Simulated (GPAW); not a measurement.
## RbCl (Fm-3m): one start, several treatments of the self-energy

Aim: compare treatments of exchange, screening and correlation for the gap of RbCl (Fm-3m).

Method: PBE and many-body steps on it, plane waves, in GPAW 26.7.0.

## 1. Set-up

Symmetry: Fm-3m, No. 225, cubic system. Conventional cell: a = 6.579 Å, b = 6.579 Å, c = 6.579 Å, α = 90.00°, β = 90.00°, γ = 90.00°. Nearest to Rb lie 6 Cl at 3.29 Å. Nearest to Cl lie 6 Rb at 3.29 Å. Farther neighbours and most contacts between anions are not listed.

Coordinates:

```cif
data_structure
_symmetry_space_group_name_H-M 'P 1'
_symmetry_Int_Tables_number 1
_cell_length_a 4.6521
_cell_length_b 4.6521
_cell_length_c 4.6521
_cell_angle_alpha 60.000
_cell_angle_beta 60.000
_cell_angle_gamma 60.000
_cell_volume 71.19
loop_
_atom_site_label
_atom_site_type_symbol
_atom_site_fract_x
_atom_site_fract_y
_atom_site_fract_z
_atom_site_occupancy
Rb1 Rb 0.00000 0.00000 0.00000 1
Cl2 Cl 0.50000 0.50000 0.50000 1
```

The cell and positions come from the Crystallography Open Database and are kept as given unless a step says otherwise.

## 2. Empty states on the mesh, 4×4×4 mesh, 1068 bands

This step: GPAW 26.7.0; DFT, PBE, plane waves, PAW.

The sums over transitions need many empty states on a uniform mesh; this step solves for them.

Contents of run.py:

```python
import json
import numpy as np
from gpaw.mpi import world
from gpaw import GPAW

calc = GPAW('gs.gpw').fixed_density(kpts={'size': (4, 4, 4), 'gamma': True},
    parallel={'domain': 1, 'band': 1},
    txt='nscf.txt')
calc.diagonalize_full_hamiltonian(nbands=1068)
calc.write('full.gpw', mode='all')
res = {}
kpts = calc.get_ibz_k_points()
res['kpts'] = kpts
res['eigenvalues'] = [calc.get_eigenvalues(kpt=k) for k in range(len(kpts))]
res['n_electrons'] = calc.get_number_of_electrons()

if world.rank == 0:
    with open('result.json', 'w') as f:
        json.dump(res, f, default=lambda x: x.tolist())
```

Run with:

```
$ mpirun -n 8 gpaw python run.py
```

Numbers of over 12 decimals in the logs are rounded to 6 here.

What it wrote:

```text
Diagonalizing LCAO Hamiltonian
Converting LCAO to pw mode
convergence criteria:
- Maximum integral of absolute [eigenst]ate change: 4e-08 eV^2 / valence electron
maximum number of iterations: 100

SCF iterations
|iter     |     time |      energy | eigst |  dens |
|iter:   1|  |             | +1.67 |       |
|iter:   2|  |             | +0.44 |       |
|iter:   3|  |             | -0.31 |       |
[...]
|iter:  12|  |             | -6.30 |       |
|iter:  13|  |             | -6.97 |       |
|iter:  14|  |             | -7.50c|       |
SCF steps: 14
  __  _  _
 | _ |_)|_||  |
 |__||  | ||/\| - 26.7.0

Input parameters:
  mode=PW(ecut=450.000000),
  convergence={'density': 1e-06, 'bands': -3},
  gpts=array([24, 24, 24]),
  kpts=MonkhorstPack(size=(4, 4, 4), gamma=True),
  maxiter=100,
  nbands=15,
  occupations=Occupations(name='fermi-dirac', width=0.001, fixmagmom=False),
  parallel={'domain': 1, 'band': 1},
  xc=XC(name='PBE')
Matrix size: 1471x1471
# Writing to full.gpw (mode='all')
  [... matrices ...]

timing:  # [seconds]
  Total: 3.790  # ━━━━━━━━━━━━━━━━━━━━━━━━━━━━━━━━━━━━━━━━━━━━━━━━━━━━━━━━━━━
```

Wall time 8.7 s (8 MPI ranks of Intel Xeon 6975P-C (Granite Rapids), shared host); peak memory 2.7 GiB.

This step gave:

```yaml
gap: 5.005 eV
k_of_the_valence_top: 0, 0, 0
k_of_the_conduction_bottom: 0, 0, 0
least_direct_gap: 5.005 eV
k_points_computed: 8
lowest_point_of_the_top_converged_band_above_the_valence_top: 346.3264 eV
```

On this mesh the gap is 5.005 eV.

## 3. G0W0, Godby-Needs plasmon pole

Now the one-shot GW correction: screening in the RPA, then the self-energy of the levels asked for.

This step: G0W0 on PBE, plane waves, PAW.

Contents of run.py:

```python
import json
import numpy as np
from gpaw.mpi import world
from gpaw.response.g0w0 import G0W0

gw = G0W0('full.gpw',
    filename='gw',
    kpts=[0],
    bands=(6, 10),
    ecut=210,
    nbands=491,
    integrate_gamma='WS',
    ppa=True)
gw.calculate()
res = {mode: {k: v for k, v in r.items() if k != 'sigma_eskwn'}
       for mode, r in gw.all_results.items()}

if world.rank == 0:
    with open('result.json', 'w') as f:
        json.dump(res, f, default=lambda x: x.tolist())
```

Run with:

```
$ mpirun -n 8 gpaw python run.py
```

What it wrote:

```text
Using integrator: PointIntegrator
FrequencyGridDescriptor(from 0.000+0.000j to 0.000+27.211j eV, 2 points)
Nonperiodic BCs:  [False False False]
Using integrator: PointIntegrator
FrequencyGridDescriptor(from 0.000+0.000j to 0.000+27.211j eV, 2 points)
Nonperiodic BCs:  [False False False]
  ___  _ _ _
 |   || | | |
 | | || | | |
 |__ ||_____|
 |___|

BZ k-points: Symmetries present (total): 48

  [... matrices ...]
64 k-points: 4 x 4 x 4 Monkhorst-Pack grid + [1/8,1/8,1/8]
8 k-points in the irreducible part of the Brillouin zone
       k-points in crystal coordinates                weights
   0:     0.00000000    0.00000000    0.00000000          1/64
   1:     0.25000000    0.25000000    0.00000000          6/64
   2:     0.25000000    0.25000000    0.25000000          8/64
   3:     0.50000000    0.25000000   -0.25000000          6/64
   4:     0.50000000    0.25000000    0.25000000         12/64
   5:     0.50000000    0.50000000    0.00000000          3/64
   6:     0.50000000    0.50000000    0.25000000         24/64
   7:     0.50000000    0.50000000    0.50000000          4/64

Distributing spins, k-points and bands (1 x 1 x 4) over 8 processes
Number of blocks: 1

Quasi particle states:
k-points (IBZ indices): [0]
Band range: (6, 10)
  [... matrices ...]
Computational parameters:
Plane wave cut-off: 210 eV
Number of bands: 491
Coulomb cutoff: None
Broadening: 0.1 eV

fxc modes: GW
Kernel: RPA
Using Godby-Needs plasmon-pole approximation:
  Fitting energy: i*E0, E0 = 1.000 Hartree
Summing all q:

Calculating screened Coulomb potential
No Coulomb truncation
FrequencyGridDescriptor(from 0.000+0.000j to 0.000+27.211j eV, 2 points)
Removing empty qpoint cache files...

Calculating chi0 body with:
    Ground state adapter containing:
    Number of spins: 1
    Number of kpoints: 64
    Number of irreducible kpoints: 8
    Number of completely occupied states: 8
    Number of partially occupied states: 8
    Occupied states memory: 1.6875 M / cpu

    Linear response parametrization:
    q_c: [0.0, 0.0, 0.0]
    Number of frequency points: 2
    Planewave cutoff: 210.0
    Number of bands: 491
    Number of planewaves: 531
    Broadening (eta): 1e-06
    comm.size: 8
    kncomm.size: 8
    blockcomm.size: 1

    Memory estimate of potentially large arrays:
        chi0_wGG: 8.604767 M / cpu
Integrating chi0 body.

Symmetries of q_c:
    Direct symmetries (Uq -> q): 48
    Indirect symmetries (TUq -> q): 0
In total 48 allowed symmetries.

  [... matrices ...]
8 groups of equivalent kpoints. 87.5% reduction.

Integral kind: response function
Integrating chi0 head and wings.

Symmetries of q_c:
    Direct symmetries (Uq -> q): 48
    Indirect symmetries (TUq -> q): 0
In total 48 allowed symmetries.

  [... matrices ...]
8 groups of equivalent kpoints. 87.5% reduction.

Integral kind: response function wings

Calculating chi0 body with:
    Ground state adapter containing:
    Number of spins: 1
    Number of kpoints: 64
    Number of irreducible kpoints: 8
    Number of completely occupied states: 8
    Number of partially occupied states: 8
    Occupied states memory: 1.6875 M / cpu

    Linear response parametrization:
[... the further q-points ...]

Results:
f:      Occupation numbers
eps:     KS-eigenvalues [eV]
vxc:     KS vxc [eV]
exx:     Exact exchange [eV]
sigma:   Self-energies [eV]
dsigma:  Self-energy derivatives
Z:       Renormalization factors
qp:      QP-energies [eV]

k-point 0 (0): (0.000, 0.000, 0.000)                GW
band       f     eps     vxc     exx   sigma  dsigma       Z      qp
                                                                   GW
   6   1.000  -0.219 -16.227 -20.648   1.697  -0.268   0.788  -2.368
   7   1.000  -0.219 -16.227 -20.648   1.697  -0.268   0.788  -2.368
   8   0.000   4.786  -7.697  -4.119  -2.912  -0.135   0.881   5.372
   9   0.000   7.767  -8.240  -3.917  -2.988  -0.133   0.882   8.945
```

Elapsed: 4.3 min, on 8 MPI ranks; peak memory 3.1 GiB.

Numbers from this step:

```yaml
g0w0_gap_on_the_points_computed: 7.740 eV
least_direct_g0w0_gap_on_the_computed_points: 7.740 eV
z_at_the_valence_top: 0.7884
z_at_the_conduction_bottom: 0.8809
starting_gap_on_the_mesh: 5.005 eV
k_of_the_valence_top: 0, 0, 0
k_of_the_conduction_bottom: 0, 0, 0
```

The gap on the mesh goes from 5.01 eV to 7.74 eV, a correction of +2.73 eV.

## 4. One-shot HSE06

This step: one-shot HSE06 levels on PBE orbitals, plane waves, PAW.

Contents of run.py:

```python
import json
import numpy as np
from gpaw.mpi import world
from gpaw.hybrids.eigenvalues import non_self_consistent_eigenvalues

dft, vxc, vxc_hyb = non_self_consistent_eigenvalues('full.gpw', 'HSE06', 6, 10, kpt_indices=[0])
res = {'dft': dft[0], 'hybrid': (dft - vxc + vxc_hyb)[0]}
if world.rank == 0:
    with open('hybrid.txt', 'w') as f:
        for k, e0, e1 in zip([0], res['dft'], res['hybrid']):
            print(k, ' '.join(f'{x:9.4f}' for x in e0), '|', ' '.join(f'{x:9.4f}' for x in e1), file=f)

if world.rank == 0:
    with open('result.json', 'w') as f:
        json.dump(res, f, default=lambda x: x.tolist())
```

Run with:

```
$ mpirun -n 8 gpaw python run.py
```

What it wrote:

```text
IBZ(<points: 8, symmetries: 48>)
Occupied bands: 8
Transforming wave functions from IBZ to BZ: 0.030 seconds
Distributing wave functions and iFFT-ing to real space: 0.050 seconds
Calculating eigenvalues:
  k-points: 1
  Bands: 6-9 (inclusive)
  Seconds: 0.090 (wave-function broadcasting: 0.003 seconds)
HSE06-eigenvalue shifts:
  min: -1.036 eV
  ave: -0.357 eV
  max: 0.405 eV
```

It took 4.4 s on 8 MPI ranks; peak memory 1.6 GiB.

Numbers from this step:

```yaml
starting_gap_on_the_mesh: 5.005 eV
hybrid_gap_on_the_mesh: 6.280 eV
least_direct_hybrid_gap_on_the_computed_points: 6.280 eV
```

## 5. One-shot PBE0

This step: one-shot PBE0 levels on PBE orbitals, plane waves, PAW.

run.py: that of step 4 with these lines changed.

```diff
@@ -5,3 +5,3 @@
 
-dft, vxc, vxc_hyb = non_self_consistent_eigenvalues('full.gpw', 'HSE06', 6, 10, kpt_indices=[0])
+dft, vxc, vxc_hyb = non_self_consistent_eigenvalues('full.gpw', 'PBE0', 6, 10, kpt_indices=[0])
 res = {'dft': dft[0], 'hybrid': (dft - vxc + vxc_hyb)[0]}
```

Run with:

```
$ mpirun -n 8 gpaw python run.py
```

What it wrote:

```text
IBZ(<points: 8, symmetries: 48>)
Occupied bands: 8
Transforming wave functions from IBZ to BZ: 0.018 seconds
Distributing wave functions and iFFT-ing to real space: 0.042 seconds
Calculating eigenvalues:
  k-points: 1
  Bands: 6-9 (inclusive)
  Seconds: 0.105 (wave-function broadcasting: 0.003 seconds)
HSE06-eigenvalue shifts:
  min: -1.437 eV
  ave: -0.369 eV
  max: 0.792 eV
```

It took 3.4 s on 8 MPI ranks; peak memory 1 GiB; 24 s of CPU time.

This step gave:

* starting gap on the mesh: 5.005 eV
* hybrid gap on the mesh: 7.048 eV
* least direct hybrid gap on the computed points: 7.048 eV

## 6. G0W0, full frequency, Hilbert transform

This step: G0W0 on PBE, plane waves, PAW.

Contents of run.py:

```python
import json
import numpy as np
from gpaw.mpi import world
from gpaw.response.g0w0 import G0W0

gw = G0W0('full.gpw',
    filename='gw',
    kpts=[0],
    bands=(6, 10),
    ecut=210,
    nbands=491,
    integrate_gamma='WS',
    frequencies={'type': 'nonlinear', 'domega0': 0.1, 'omega2': 15.0},
    eta=0.1,
    nblocksmax=True)
gw.calculate()
res = {mode: {k: v for k, v in r.items() if k != 'sigma_eskwn'}
       for mode, r in gw.all_results.items()}

if world.rank == 0:
    with open('result.json', 'w') as f:
        json.dump(res, f, default=lambda x: x.tolist())
```

Run with:

```
$ mpirun -n 8 gpaw python run.py
```

What it wrote:

```text
Using integrator: PointIntegrator
NonLinearFrequencyDescriptor(from 0.000 to 236.245 eV, 315 points)
Nonperiodic BCs:  [False False False]
Using integrator: PointIntegrator
NonLinearFrequencyDescriptor(from 0.000 to 236.245 eV, 315 points)
Nonperiodic BCs:  [False False False]
  ___  _ _ _
 |   || | | |
 | | || | | |
 |__ ||_____|
 |___|

BZ k-points: Symmetries present (total): 48

  [... matrices ...]
64 k-points: 4 x 4 x 4 Monkhorst-Pack grid + [1/8,1/8,1/8]
8 k-points in the irreducible part of the Brillouin zone
       k-points in crystal coordinates                weights
   0:     0.00000000    0.00000000    0.00000000          1/64
   1:     0.25000000    0.25000000    0.00000000          6/64
   2:     0.25000000    0.25000000    0.25000000          8/64
[...]
6:     0.50000000    0.50000000    0.25000000         24/64
   7:     0.50000000    0.50000000    0.50000000          4/64

Distributing spins, k-points and bands (1 x 1 x 4) over 1 process
Number of blocks: 8

Quasi particle states:
k-points (IBZ indices): [0]
Band range: (6, 10)
  [... matrices ...]
Computational parameters:
Plane wave cut-off: 210 eV
Number of bands: 491
Coulomb cutoff: None
Broadening: 0.1 eV

fxc modes: GW
Kernel: RPA
Using full-frequency real axis integration
Summing all q:

Calculating screened Coulomb potential
No Coulomb truncation
NonLinearFrequencyDescriptor(from 0.000 to 236.245 eV, 315 points)
Removing empty qpoint cache files...

Calculating chi0 body with:
    Ground state adapter containing:
    Number of spins: 1
    Number of kpoints: 64
    Number of irreducible kpoints: 8
    Number of completely occupied states: 8
    Number of partially occupied states: 8
    Occupied states memory: 1.6875 M / cpu

    Linear response parametrization:
    q_c: [0.0, 0.0, 0.0]
    Number of frequency points: 315
    Planewave cutoff: 210.0
    Number of bands: 491
    Number of planewaves: 531
    Broadening (eta): 0.1
    comm.size: 8
    kncomm.size: 1
    blockcomm.size: 8

    Memory estimate of potentially large arrays:
        chi0_wGG: 169.406347 M / cpu
Integrating chi0 body.

Symmetries of q_c:
    Direct symmetries (Uq -> q): 48
    Indirect symmetries (TUq -> q): 0
In total 48 allowed symmetries.

  [... matrices ...]
8 groups of equivalent kpoints. 87.5% reduction.

Integral kind: spectral function
Integrating chi0 head and wings.

Symmetries of q_c:
    Direct symmetries (Uq -> q): 48
    Indirect symmetries (TUq -> q): 0
In total 48 allowed symmetries.

  [... matrices ...]
8 groups of equivalent kpoints. 87.5% reduction.

Integral kind: spectral function wings

Calculating chi0 body with:
    Ground state adapter containing:
    Number of spins: 1
    Number of kpoints: 64
    Number of irreducible kpoints: 8
    Number of completely occupied states: 8
    Number of partially occupied states: 8
    Occupied states memory: 1.6875 M / cpu

    Linear response parametrization:
[... the further q-points ...]

Results:
f:      Occupation numbers
eps:     KS-eigenvalues [eV]
vxc:     KS vxc [eV]
exx:     Exact exchange [eV]
sigma:   Self-energies [eV]
dsigma:  Self-energy derivatives
Z:       Renormalization factors
qp:      QP-energies [eV]

k-point 0 (0): (0.000, 0.000, 0.000)                GW
band       f     eps     vxc     exx   sigma  dsigma       Z      qp
                                                                   GW
   6   1.000  -0.219 -16.227 -20.648   1.604  -0.196   0.836  -2.575
   7   1.000  -0.219 -16.227 -20.648   1.604  -0.196   0.836  -2.575
   8   0.000   4.786  -7.697  -4.119  -2.896  -0.163   0.860   5.372
   9   0.000   7.767  -8.240  -3.917  -2.976  -0.159   0.863   8.929
```

Run time: 7.1 min. Hardware: 8 MPI ranks; peak memory 8 GiB; 57 min of CPU time.

This step gave:

| Property | Result |
| --- | --- |
| G0W0 gap on the points computed | 7.947 eV |
| least direct G0W0 gap on the computed points | 7.947 eV |
| Z at the valence top | 0.8360 |
| Z at the conduction bottom | 0.8598 |
| starting gap on the mesh | 5.005 eV |
| k of the valence top | 0, 0, 0 |
| k of the conduction bottom | 0, 0, 0 |

Against G0W0 in GPAW (4×4×4 mesh, 491 bands, screening to 210 eV, Godby-Needs plasmon pole), the gap moves by +0.208 eV.

## 7. Side by side

Times are wall times on 8 MPI ranks of Intel Xeon 6975P-C (Granite Rapids), shared host, good to a factor of about two.

```tsv
run	mesh	bands	screening cutoff (eV)	DFT gap (eV)	gap on the mesh (eV)	direct (eV)	time
G0W0, Godby-Needs plasmon pole	4×4×4	491	210	5.005	7.740	7.740	4.3 min
one-shot HSE06	4×4×4	-	-	5.005	6.280	6.280	4.4 s
one-shot PBE0	4×4×4	-	-	5.005	7.048	7.048	3.4 s
G0W0, full frequency, Hilbert transform	4×4×4	491	210	5.005	7.947	7.947	7.1 min
```

## 8. What came out

| Quantity | Value |
| --- | --- |
| G0W0, Godby-Needs plasmon pole | 7.740 eV |
| one-shot HSE06 | 6.280 eV |
| one-shot PBE0 | 7.048 eV |
| G0W0, full frequency, Hilbert transform | 7.947 eV |
| known limits | not at the basis limit; no spin-orbit coupling |

What this shows: One-shot HSE06: −1.460 eV against G0W0, Godby-Needs plasmon pole. One-shot PBE0: −0.692 eV against G0W0, Godby-Needs plasmon pole. G0W0, full frequency, Hilbert transform: +0.208 eV against G0W0, Godby-Needs plasmon pole. One-shot hybrid levels are evaluated on the PBE orbitals. Bands and cutoff are finite, so the gap is not at the basis limit. The miss can reach some tenths of an eV and take either sign; the mesh is an error of its own. These stock PAW sets were not made for GW. In the G0W0 runs levels were corrected at 1 k point alone, so a gap called «on the mesh» is the least over those, and an edge elsewhere would be missed. The many-body steps are scalar-relativistic: spin-orbit coupling is not in them.

[Paths, hosts, dates, memory and timing lines, banners, echoed tables and standing remarks are left out of the program output.]

[Logs are printed without paths, hosts, clocks, repeated set-up lines and the standing remarks that a program may print on its own settings, such as how far it seeks lower states.]

[Runs of the session that timed out or met a known fault of the program may be left out.]

[Hosts, paths, dates, database ids (printed as entryN), source tags and the programs' standing remarks are cut or masked in the printed files.]
